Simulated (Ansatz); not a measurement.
# C under changes of volume

One of the cells (9.153 Å³/atom); the others are scaled copies at fixed shape and fractional positions:

```
C
1.0
     2.12732   -1.22828    0.00000
     2.12732    1.22828    0.00000
    -1.37907    0.00000    3.50283
C
2
Direct
  0.16664 0.16664 0.99991
  0.83336 0.83336 0.00009
```

This is a stacking variant of graphite.

```yaml
Program: Ansatz 0.2.0
Functional: r2SCAN
Potentials_or_basis: Ansatz PAW
Cutoff: "500 eV (not typed: the program's choice for these potentials)"
k_mesh: 13 × 13 × 8
Occupations: fermi-dirac, width 0.05 eV
Spin: no spin polarisation
```

```csv
volume (Å³/atom),energy over the lowest point (meV/atom),pressure (GPa),gap on the mesh (eV)
8.604,?,?,?
8.787,12.97,11.9,1.00
8.970,3.05,5.6,1.00
9.153,0.00,-0.2,0.99
9.336,3.23,-5.4,0.98
9.519,12.21,-10.2,0.98
9.702,26.42,-14.6,0.97
```

Problem. What does the run at 8.604 Å³/atom give?

Solution. Energy over the lowest point 30.45 meV/atom; pressure 18.8 GPa; gap on the mesh 1.01 eV.

Worked out: A Birch-Murnaghan fit of order 3 (a polynomial in V^(-2/3)) to the other rows has its minimum at 9.15 Å³/atom with B0 = V·E''(V) = 275 GPa and B' = 3.5 at fixed shape and positions, which overstates the stiffness. It gives 30.43 meV/atom at 8.604 Å³/atom, against the run's 30.45, and -dE/dV = 18.8 GPa, against 18.8. A straight line through the other rows of the gap, of slope -0.317 eV per unit of ln V, extrapolates to 1.01 eV, against the run's 1.01.

Energies are extrapolated to zero smearing.

Caveats: odd divisions of the mesh miss points on the zone boundary, where band edges often lie, so the gap on the mesh can be too wide; the PAW data sets come from PBE, with cores solved anew for the run's functional, which leaves a small shift of forces and pressure.

A mesh can miss the band edges.
